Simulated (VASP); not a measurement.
A run of VASP 6.6.1 is set up as follows.

INCAR

```
SYSTEM = ZrC
  PREC = Accurate
  ENCUT = 520
  EDIFF = 1E-7
  ISMEAR = 0
  SIGMA = 0.1
  LREAL = .FALSE.
  LASPH = .TRUE.
  NELM = 60
  ALGO = Normal
  ISIF = 2
  LWAVE = .FALSE.
  LCHARG = .FALSE.
  GGA = PE
  NBANDS = 15
```

KPOINTS

```
regular mesh
0
G
  16 16 16
  0 0 0
```

Contents of POSCAR:

```
ZrC
1.0
    0.0000000000      2.3918087170      2.3918087170
    2.3918087170      0.0000000000      2.3918087170
    2.3918087170      2.3918087170      0.0000000000
Zr C
1 1
Direct
    0.5000000000      0.5000000000      0.5000000000
    0.0000000000      0.0000000000      0.0000000000
```

Potentials or basis: VASP PAW PBE potentials, release 64 (Zr_sv, C).

The run is started by

```console
$ cat potpaw_PBE.64/Zr_sv/POTCAR potpaw_PBE.64/C/POTCAR > POTCAR
$ mpirun -np 1 vasp_std > vasp.out
```

(1) Estimate the pressure.

(2) Predict the band gap on the k mesh.

## Answers

(1) -9.3 GPa.

(2) none (metal or under the smearing width).
